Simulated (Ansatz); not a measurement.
## MoS2: largest V_zz and pressure against volume scale

Results calculated with Ansatz 0.2.0, not measured. Periodic Kohn-Sham DFT of a crystal at fixed atoms, scaled to volume_scale times the given cell; pressure positive in compression, energy less spherical unpolarised free atoms, largest_vzz the field gradient of largest size among the nuclei.

The cell before it is scaled or strained (space group P6_3/mmc, No. 194):
```
cell vectors (Å)
   3.1610     0.0000     0.0000
  -1.5805     2.7375     0.0000
   0.0000     0.0000    12.2950
atoms (fractions of the cell vectors)
Mo  0.33333  0.66667  0.25000
Mo  0.66667  0.33333  0.75000
S   0.33333  0.66667  0.62750
S   0.66667  0.33333  0.12750
S   0.33333  0.66667  0.87250
S   0.66667  0.33333  0.37250
```

Settings of every row: method frozen-core PAW; functional PBE; relativity scalar; k mesh 10x10x3; filling fermi-dirac; smearing width 0.03 eV; wave cutoff 420 eV; paw set soft_2.

Atom start moment: 0 on all atoms.

Limits: a layered crystal: even scaling strains the bonds within the layers, so this curve is stiffer than the crystal under pressure; field gradient without spin-orbit coupling on heavy atoms.

| row | volume scale | V (Å³/atom) | largest V_zz (1e21 V/m^2) | pressure (GPa) |
| --- | --- | --- | --- | --- |
| 1 | 0.94 | 16.668 | ? | ? |
| 2 | 0.96 | 17.023 | -9.548 | 16.667 |
| 3 | 0.98 | 17.377 | -9.314 | 12.577 |
| 4 | 0.99 | 17.555 | -9.198 | 10.685 |
| 5 | 1 | 17.732 | -9.087 | 8.887 |
| 6 | 1.01 | 17.909 | -8.974 | 7.178 |
| 7 | 1.02 | 18.087 | -8.866 | 5.555 |
| 8 | 1.04 | 18.441 | -8.656 | 2.548 |
| 9 | 1.06 | 18.796 | -8.455 | -0.166 |

Question: what largest V_zz and pressure should row 1 give?

Worked fit of largest V_zz. Take t = volume scale − 1. The shown rows have t = -0.04, -0.02, -0.01, 0, 0.01, 0.02, 0.04, 0.06. Least squares give largest V_zz = −9.0855 + 11.155 × t − 10.63 × t² 1e21 V/m^2; a straight line predicts inner rows, each left out in turn, worse (root mean square 0.0082 against 0.0012 1e21 V/m^2). The rows lie off it by 0.001, -0.001, 0.000, -0.002, 0.001, 0.001, 0.000, -0.001. The withheld row has t = -0.06, so the fit gives −9.0855 + 11.155 × (-0.06) − 10.63 × (-0.06)² = -9.793 1e21 V/m^2.

The calculation gave -9.795 1e21 V/m^2. The fit lies 0.002 1e21 V/m^2 (0.15 % of the column's range) above it; its largest miss of a shown row is 0.002 1e21 V/m^2. This row lies beyond the range of the fit.

Worked fit of pressure. Take u = (V_r/V)^(2/3) − 1 with V_r = 17.82 Å³ an atom, which is twice the finite (Eulerian) strain; such expansions in the strain, on which the Birch-Murnaghan equation of state is built, carry the rest volume and the bulk modulus. The shown rows have u = 0.03097, 0.01692, 0.01004, 0.00331, -0.00332, -0.00987, -0.02258, -0.03492. Least squares give pressure = 8.028 + 257.985 × u + 671.48 × u² GPa; a straight line predicts inner rows, each left out in turn, worse (root mean square 0.22 against 0.0065 GPa). The rows lie off it by 0.005, -0.008, -0.001, -0.002, -0.001, 0.008, 0.003, -0.004 (root mean square 0.0048 GPa). The pressure vanishes at u = -0.0342, or V = 18.77 Å³ an atom, and there the bulk modulus at fixed shape and fractions is B = −V dP/dV = (2/3)(1 + u) dP/du = 137 GPa. Letting shape and atoms relax would as a rule lower it, by much in layered, chain or molecular crystals. The withheld row has u = 0.04556, so the fit gives 8.028 + 257.985 × (0.04556) + 671.48 × (0.04556)² = 21.176 GPa.

The calculation gave 21.199 GPa. The fit lies 0.023 GPa (0.11 % of the column's range) below it; its largest miss of a shown row is 0.008 GPa. This row lies beyond the range of the fit.
